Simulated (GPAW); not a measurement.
Write an ASE script for GPAW 26.7.0 that does the following.

```yaml
Task: electron localisation function
Functional: WC
Potentials_or_basis: PAW data sets generated in the run's folder for this functional
Cutoff: 600 eV
Basis: pw
k_mesh: 12 × 12 × 12
Occupations: fermi-dirac, width 0.05 eV
Spin: no spin polarisation
Maxiter: 150
```

Crystal: Al.

```
Al
1.0
    -1.59122    1.59122    1.59122
     1.59122   -1.59122    1.59122
     1.59122    1.59122   -1.59122
Al
1
Direct
  0.00000 0.00000 0.00000
```

This isn't the form of Al at room conditions, which is fcc.

These files were run (other wordings do the same):

run.py

```python
from ase.dft.bandgap import bandgap
from ase.io import write
from ase.spacegroup import crystal
from ase.units import Bohr, GPa
from gpaw import GPAW, PW, setup_paths
from gpaw.elf import elf_from_dft_calculation

setup_paths.insert(0, '.')

# Al 2a
atoms = crystal(['Al'],
                basis=[[0.0, 0.0, 0.0]],
                spacegroup=229, setting=1,  # Im-3m
                cellpar=[3.18243738, 3.18243738, 3.18243738, 90.0, 90.0, 90.0],
                primitive_cell=True)

calc = GPAW(mode=PW(600),
            xc='WC',
            kpts={'size': (12, 12, 12), 'gamma': True},
            occupations={'name': 'fermi-dirac', 'width': 0.05},
            nbands=7,
            convergence={'density': 1e-05, 'energy': 1e-05},
            maxiter=150,
            txt='gpaw.txt')
atoms.calc = calc
energy = atoms.get_potential_energy()
forces = atoms.get_forces()
stress = atoms.get_stress()
calc.write('gs.gpw')
write('result.traj', atoms)
print(f'Energy: {energy:.6f} eV')
print('Forces (eV/A):')
print(forces.round(4))
print('Stress (GPa):', (stress / GPa).round(3))
print('Fermi level:', round(calc.get_fermi_level(), 4), 'eV')
print(f'Gap: {bandgap(calc)[0]:.4f} eV, direct: {bandgap(calc, direct=True)[0]:.4f} eV')

# fields on the real-space grid
write('density.cube', atoms, data=calc.get_pseudo_density() * Bohr**3)
write('potential.cube', atoms, data=calc.get_electrostatic_potential())
write('elf.cube', atoms, data=elf_from_dft_calculation(calc).data)
```

Potentials or basis: PAW data sets generated in the run's folder for this functional, pw.

Command:

```console
$ gpaw-setup -f WC Al
$ OMP_NUM_THREADS=1 python run.py
```

It gave:

```yaml
Pressure: 2.8 GPa
Band_gap_on_the_k_mesh: none (metal or under the smearing width)
```

Wall time 6.1 s on 1 thread of AMD EPYC 7B13 (Zen 3), on a shared host, peak memory 0.13 GiB.
